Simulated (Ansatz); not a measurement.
How far is PAW off for NaCl?

```yaml
crystal:
  lattice:
    - [4.77897, 0.00000, 0.00000]
    - [-2.38948, 4.13871, 0.00000]
    - [0.00000, 0.00000, 5.65830]
  atoms:
    - { symbol: Na, position: [0.33333, 0.66667, 0.93800] }
    - { symbol: Na, position: [0.66667, 0.33333, 0.43800] }
    - { symbol: Cl, position: [0.33333, 0.66667, 0.43800] }
    - { symbol: Cl, position: [0.66667, 0.33333, 0.93800] }
```

Atom numbers follow the list: Na1, Na2, Cl3, Cl4.

The cell was built from the wurtzite type and relaxed in the same program, and has space group P6_3/mmc; it needn't be a known or the stable phase. The relaxation left the symmetry of that type.

Levels of theory: DFT, PBE, PAW with Ansatz's default frozen-core files, scalar-relativistic (Ansatz 0.2.0); DFT, PBE, all-electron PAW with datasets made for the crystal, scalar-relativistic (Ansatz 0.2.0); DFT, PBE, all-electron LAPW, scalar-relativistic (Ansatz 0.2.0).

For PAW: a Γ-centred 10×10×6 k mesh, Fermi–Dirac smearing of 0.03 eV, cutoff 420 eV, no spin polarisation. The crystal-made all-electron datasets (AE datasets) take a cutoff of 180 eV at this cell. LAPW targets a basis error of 0.5 meV/atom. The Ansatz runs share mesh, smearing and spin set-up. Plane-wave (PAW) pressures include the program's estimate of the Pulay term.

Stress and pressure are positive in compression.

Levels count from the top of the valence band.

```tsv
quantity	PAW	AE datasets	LAPW
pressure (GPa)	0.01	0.02	0.02
band gap (eV)	4.742	4.743	4.742
highest filled level at L (eV)	-0.242	-0.242	-0.242
lowest empty level at L (eV)	7.278	7.278	7.278
highest filled level at A (eV)	-0.521	-0.521	-0.521
lowest empty level at A (eV)	6.488	6.488	6.488
highest filled level at Γ (eV)	0.000	0.000	0.000
lowest empty level at Γ (eV)	4.742	4.743	4.742
field gradient Vzz at Na1 (10²¹ V/m²)	-0.11	-0.11	–
field gradient Vzz at Cl3 (10²¹ V/m²)	0.09	0.09	–
```
